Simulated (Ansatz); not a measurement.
Pb in Ansatz: the effect of functional

Pb:

```
Pb
1.0
     3.43297    0.00000    0.00000
    -1.71648    2.97304    0.00000
     0.00000    0.00000    5.51445
Pb
2
Direct
  0.66667 0.33333 0.75000
  0.33333 0.66667 0.25000
```

This isn't the form of Pb at room conditions, which is fcc.

The cell isn't the ideal one: volume scaled by 0.96.

Alike in all runs:

| Property | Result |
| --- | --- |
| Program | Ansatz 0.2.0 |
| Task | single point |
| Potentials or basis | Ansatz PAW |
| k mesh | 9 × 9 × 5 |
| Occupations | fermi-dirac, width 0.05 eV |
| Spin | no spin polarisation |

Task: One run gave: pressure 3.4 GPa. Which functional did it use?
A. PBEsol
B. r2SCAN
C. LDA
D. PBE

Result: A.

| functional | cutoff | pressure (GPa) |
| --- | --- | --- |
| LDA | 420 eV (not typed: the program's choice for these potentials) | 1.6 |
| PBE | 420 eV (not typed: the program's choice for these potentials) | 6.7 |
| PBEsol | 420 eV (not typed: the program's choice for these potentials) | 3.4 |
| r2SCAN | 500 eV (not typed: the program's choice for these potentials) | 5.4 |

Caveats: the PAW data sets come from PBE, with cores solved anew for the run's functional, which leaves a small shift of forces and pressure (some runs).
